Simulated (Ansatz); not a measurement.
Structure: GaSe (started from an entry of an open crystallographic database), at its r2SCAN+rVV10 minimum. Ga is surrounded by 1 Ga at 2.43 Å and 3 Se at 2.46 Å; Se is surrounded by 3 Ga at 2.46 Å.

Space group P6_3/mmc (No. 194). a = 3.754 Å, b = 3.754 Å, c = 16.114 Å, α = 90.00°, β = 90.00°, γ = 120.00°

| atom | site | symmetry | x | y | z |
| --- | --- | --- | --- | --- | --- |
| Ga | 4f | 3m. | 0.3333 | 0.6667 | 0.1745 |
| Se | 4f | 3m. | 0.3333 | 0.6667 | 0.6027 |

The questions ask for values computed with the plane-wave code Ansatz on this geometry. Calculated for a static, non-magnetic cell.

Problem. What gap does LDA give, and where are the band edges?

Solution. LDA gives a direct gap of 0.75 eV at Γ.

Problem. Estimate the gap with r2SCAN on 12×12×2.

Solution. r2SCAN gives a direct gap of 1.50 eV at Γ. A second conduction valley, at M, lies only 23 meV higher, so their order isn't settled. The gap differs by +0.75 eV from LDA's.

Problem. How does the gap change from LDA to HSE06 (6×6×2)?

Solution. HSE06 gives a direct gap of 1.88 eV at Γ. The gap differs by +1.13 eV from LDA's.

Problem. Estimate the gap with DDH-PBE0 on 6×6×2.

Solution. With DDH-PBE0 the gap is 1.77 eV and direct, at Γ. The share of exact exchange is 0.133. The gap differs by +1.02 eV from LDA's.

Problem. How does the gap change from LDA to PBE0 (6×6×2)?

Solution. PBE0 gives a direct gap of 2.50 eV at Γ. The gap differs by +1.75 eV from LDA's.

The runs are scalar-relativistic, without spin-orbit coupling.

The meshes of the hybrids are coarse, so their gaps aren't converged to the digits shown.

The PAW potentials are those of the set soft_1; totals can't be set beside those of other sets.
